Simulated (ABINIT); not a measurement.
# InP (F-43m): G0W0 in ABINIT against the exchange cutoff, part 2 of 2

Wanted: the cheapest exchange cutoff that holds the gap of InP (F-43m).

ABINIT 10.8.3; PBE and many-body steps on it, plane waves. Known limits of the many-body steps: not at the basis limit; exchange with frozen shells missing; mesh may overstate the screening; no spin-orbit coupling; coarse k mesh.

So far. Step 2 (Screening, 4×4×4 mesh, 29 bands, screening to 106.1 eV): Local fields lower ε∞ by 6 %. On a Γ-centred mesh this coarse the value itself is usually too large, while a short band sum pulls it down.

The database entry behind the starting cell differs from later determinations by our own check (0.1 to 0.3 % short, probably kX units), so it need not match the best structure at ambient conditions.

### 5. 12.4 Ha

Level of this step: G0W0 on PBE, plane waves, norm-conserving pseudopotentials (ABINIT).

The self-energy is evaluated for the states that the input lists, and the levels follow from it, in one-shot runs by the linearised quasiparticle equation.

Input file run.abi:

```
acell 3*1.0 Angstrom
rprim 
  -0.000000000000 2.930500000000 2.930500000000
  2.930500000000 -0.000000000000 2.930500000000
  2.930500000000 2.930500000000 -0.000000000000
ntypat 2
znucl 49 15
natom 2
typat 1 2
xred 
  0.000000000000 0.000000000000 0.000000000000
  0.250000000000 0.250000000000 0.250000000000
pp_dirpath "pseudos"
pseudos "In.upf, P.upf"
ecut 31
ngkpt 4 4 4
nshiftk 1
shiftk 0 0 0
kptopt 1
chksymbreak 0
istwfk *1
occopt 1
irdwfk 1
optdriver 4
nband 29
gwcalctyp 0
ecutsigx 12.4
symsigma 1
nkptgw 1
kptgw 
  0.0000000000 0.0000000000 0.0000000000
bdgw 
  7 13
ecuteps 3.9
irdscr 1
ppmodel 1
indata_prefix "in"
outdata_prefix "out"
tmpdata_prefix "tmp"
```

Run with:

```bash
$ OMP_NUM_THREADS=1 mpirun -n 4 abinit run.abi > log
```

The log of the run:

```text
.Version 10.8.3 of ABINIT. v10.8.2 released Aug 2026.

 Symmetries : space group F-4 3 m (#216); Bravais cF (face-center cubic)
[... echo of the input left out ...]
== DATASET  1 ==================================================================
-   mpi_nproc: 4, omp_nthreads: 1 (-1 if OMP is not activated)

--- !DatasetInfo
iteration_state: {dtset: 1, }
dimensions: {natom: 2, nkpt: 8, mband: 29, nsppol: 1, nspinor: 1, nspden: 1, mpw: 2826, }
cutoff_energies: {ecut:  31.0, pawecutdg:  -1.0, }
[...]
11   8.562 -10.216  -6.362  -3.271   0.795  -0.258  -9.752   0.464   9.026
       12   8.562 -10.216  -6.362  -3.271   0.795  -0.258  -9.752   0.464   9.026
       13   8.562 -10.216  -6.362  -3.271   0.795  -0.258  -9.752   0.464   9.026

== END DATASET(S) ==============================================================
================================================================================

 -outvars: echo values of variables after computation  --------
           etotal      0.0000000000E+00
            nband          29
             nkpt           8
          spgroup         216
 [... the other variables as echoed above ...]

 Calculation completed.
```

Elapsed: 3 s, on 4 MPI ranks of Arm Neoverse V1, shared host; peak memory 0.11 GiB; 12 s of CPU time.

Numbers from this step:

- G0W0 gap on the points computed: 1.003 eV
- starting gap on the mesh: 0.7094 eV
- k of the valence top: 0, 0, 0
- k of the conduction bottom: 0, 0, 0
- least direct G0W0 gap on the computed points: 1.003 eV

The gap on the mesh goes from 0.71 eV to 1.00 eV, a correction of +0.29 eV.

### 6. 21.7 Ha

run.abi, as its differences from that of step 5:

```diff
@@ -26,3 +26,3 @@
 gwcalctyp 0
-ecutsigx 12.4
+ecutsigx 21.7
 symsigma 1
```

The log of the run:

```text
.Version 10.8.3 of ABINIT. v10.8.2 released Aug 2026.

 Symmetries : space group F-4 3 m (#216); Bravais cF (face-center cubic)
[... echo of the input left out ...]
== DATASET  1 ==================================================================
-   mpi_nproc: 4, omp_nthreads: 1 (-1 if OMP is not activated)

--- !DatasetInfo
iteration_state: {dtset: 1, }
dimensions: {natom: 2, nkpt: 8, mband: 29, nsppol: 1, nspinor: 1, nspden: 1, mpw: 2826, }
cutoff_energies: {ecut:  31.0, pawecutdg:  -1.0, }
[...]
11   8.562 -10.216  -6.368  -3.271   0.795  -0.258  -9.757   0.459   9.021
       12   8.562 -10.216  -6.368  -3.271   0.795  -0.258  -9.757   0.459   9.021
       13   8.562 -10.216  -6.368  -3.271   0.795  -0.258  -9.757   0.459   9.021

== END DATASET(S) ==============================================================
================================================================================

 -outvars: echo values of variables after computation  --------
           etotal      0.0000000000E+00
            nband          29
             nkpt           8
          spgroup         216
 [... the other variables as echoed above ...]

 Calculation completed.
```

Elapsed: 3 s, on 4 MPI ranks; peak memory 0.29 GiB.

This step gave:

```yaml
g0w0_gap_on_the_points_computed: 1.04 eV
starting_gap_on_the_mesh: 0.7094 eV
k_of_the_valence_top: 0, 0, 0
k_of_the_conduction_bottom: 0, 0, 0
least_direct_g0w0_gap_on_the_computed_points: 1.04 eV
```

Against the run before, the gap moves by +0.037 eV.

### 7. 31 Ha

run.abi, as its differences from that of step 6:

```diff
@@ -26,3 +26,3 @@
 gwcalctyp 0
-ecutsigx 21.7
+ecutsigx 31
 symsigma 1
```

The log of the run:

```text
.Version 10.8.3 of ABINIT. v10.8.2 released Aug 2026.

 Symmetries : space group F-4 3 m (#216); Bravais cF (face-center cubic)
[... echo of the input left out ...]
== DATASET  1 ==================================================================
-   mpi_nproc: 4, omp_nthreads: 1 (-1 if OMP is not activated)

--- !DatasetInfo
iteration_state: {dtset: 1, }
dimensions: {natom: 2, nkpt: 8, mband: 29, nsppol: 1, nspinor: 1, nspden: 1, mpw: 2826, }
cutoff_energies: {ecut:  31.0, pawecutdg:  -1.0, }
[...]
11   8.562 -10.216  -6.368  -3.271   0.795  -0.258  -9.757   0.459   9.021
       12   8.562 -10.216  -6.368  -3.271   0.795  -0.258  -9.757   0.459   9.021
       13   8.562 -10.216  -6.368  -3.271   0.795  -0.258  -9.757   0.459   9.021

== END DATASET(S) ==============================================================
================================================================================

 -outvars: echo values of variables after computation  --------
           etotal      0.0000000000E+00
            nband          29
             nkpt           8
          spgroup         216
 [... the other variables as echoed above ...]

 Calculation completed.
```

It took 3.1 s on 4 MPI ranks; peak memory 0.34 GiB.

This step gave:

* G0W0 gap on the points computed: 1.049 eV
* starting gap on the mesh: 0.7094 eV
* k of the valence top: 0, 0, 0
* k of the conduction bottom: 0, 0, 0
* least direct G0W0 gap on the computed points: 1.049 eV

Against the run before, the gap moves by +0.009 eV.

### 8. The runs together

Times are wall times on 4 MPI ranks of Arm Neoverse V1, shared host, good to a factor of about two. A run's time includes the screening step that it read.

| run | mesh | bands | screening cutoff (eV) | DFT gap (eV) | gap on the mesh (eV) | direct (eV) | ε∞ used | time |
| --- | --- | --- | --- | --- | --- | --- | --- | --- |
| 3.1 Ha | 4×4×4 | 29 | 106.1 | 0.709 | 1.084 | 1.084 | 42.45 | 8.2 s |
| 6.2 Ha | 4×4×4 | 29 | 106.1 | 0.709 | 0.961 | 0.961 | 42.45 | 8.5 s |
| 12.4 Ha | 4×4×4 | 29 | 106.1 | 0.709 | 1.003 | 1.003 | 42.45 | 8.5 s |
| 21.7 Ha | 4×4×4 | 29 | 106.1 | 0.709 | 1.040 | 1.040 | 42.45 | 8.6 s |
| 31 Ha | 4×4×4 | 29 | 106.1 | 0.709 | 1.049 | 1.049 | 42.45 | 8.6 s |

### 9. Summary of results

```yaml
3p1_ha: 1.084 eV
6p2_ha: 0.961 eV
12p4_ha: 1.003 eV
21p7_ha: 1.040 eV
31_ha: 1.049 eV
known_limits: not at the basis limit; exchange with frozen shells missing; mesh may overstate the screening; no spin-orbit coupling; coarse k mesh
```

What this shows: The setting moved: exchange cutoff. From 3.1 Ha to 31 Ha the gap moves by −0.04 eV, not steadily: it passes through 0.96 eV. It holds to 0.03 eV from 21.7 Ha on. Bands and screening cutoff are coupled, so a series along one setting does not show full convergence. Below the screening cutoff the correlation part is cut too. Bands and cutoff are finite, so the gap is not at the basis limit. The miss can reach some tenths of an eV and take either sign; the mesh is an error of its own. In the G0W0 runs levels were corrected at 1 k point alone, so a gap called «on the mesh» is the least over those, and an edge elsewhere would be missed. The 4×4×4 mesh is coarse for this cell, which bears on the long-range parts of exchange and screening. The norm-conserving file of at least one element keeps a d shell over frozen s and p shells of the same row. Exchange with those shells is missing from the self-energy, an error of 0.3 to 0.9 eV in cases checked, whose sign depends on which edge lies on those atoms. For the PBE start: The RPA ε∞ on this mesh reaches over 25; with a narrow direct gap a coarse mesh can overstate it, and the correction is then too small. The many-body steps are scalar-relativistic: spin-orbit coupling is not in them.

[Paths, hosts, dates, memory and timing lines, banners, echoed tables and standing remarks are left out of the program output.]

[Logs are printed without paths, hosts, clocks, repeated set-up lines and the standing remarks that a program may print on its own settings, such as how far it seeks lower states.]

[Runs of the session that timed out or met a known fault of the program may be left out.]

[Hosts, paths, dates, database ids (printed as entryN), source tags and the programs' standing remarks are cut or masked in the printed files.]

[G0W0 gaps are taken among the corrected bands and points alone; a level outside them can change the order at an edge.]

[Where Ansatz stands beside ABINIT at settings called matched, ABINIT's density can come from a denser mesh and the files from another edition; pairs whose starting gaps differed by over 0.03 eV were left out, so agreement reads better than it is.]
